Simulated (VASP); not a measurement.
Wanted: the native input for a VASP 6.6.1 run.

| Item | Value |
| --- | --- |
| Task | single point |
| Functional | PBEsol |
| Potentials or basis | VASP PAW PBE potentials, release 64 (Te, Sn_d) |
| Cutoff | 520 eV |
| k mesh | 9 × 9 × 1 |
| Occupations | gaussian, width 0.05 eV |
| Spin | no spin polarisation |
| Dipole correction | yes |
| Further INCAR settings | ALGO = Fast; EDIFF = 1e-06; NBANDS = 50 |

The structure of SnTe lies in POSCAR:

```
SnTe
1.0
    4.4463218307      0.0000000000      0.0000000000
   -2.2231609154      3.8506276588      0.0000000000
    0.0000000000      0.0000000000     27.7064230038
Te Sn
4 4
Direct
    0.3333333333      0.6666666667      0.2707795986
    0.0000000000      0.0000000000      0.4049001876
    0.6666666667      0.3333333333      0.5393668742
    0.3333333333      0.6666666667      0.6742215628
    0.6666666667      0.3333333333      0.3248434865
    0.3333333333      0.6666666667      0.4604023488
    0.0000000000      0.0000000000      0.5951035758
    0.6666666667      0.3333333333      0.7303823659
```

The cell isn't the ideal one: (1 1 1) slab, atoms relaxed.

These files were run (other wordings do the same):

INCAR

```
PREC = Accurate ; ENCUT = 520
EDIFF = 1E-6 ; ISMEAR = 0
SIGMA = 0.05 ; LREAL = F
LASPH = T ; NELM = 100
ALGO = Fast ; ISIF = 2
LWAVE = F ; LCHARG = F
LDIPOL = T ; IDIPOL = 3
DIPOL = 0.5 0.5 0.500 ; GGA = PS
NBANDS = 50
```

KPOINTS

```
regular mesh
0
Gamma
  9 9 1
```

Potentials or basis: VASP PAW PBE potentials, release 64 (Te, Sn_d).

The run is started by

```console
$ cat potpaw_PBE.64/Te/POTCAR potpaw_PBE.64/Sn_d/POTCAR > POTCAR
$ mpirun -np 1 vasp_std > vasp.out
```

It gave:

```
Largest force          : 0.022 eV/Å
Band gap on the k mesh : none (metal or under the smearing width)
```

Caveat: the PAW data sets were made with another functional, which shifts forces and pressure a little.

Run time: 7.7 min on 1 thread of Intel(R) Xeon(R) Platinum 8488C (Sapphire Rapids), on a shared host, peak memory 0.72 GiB.
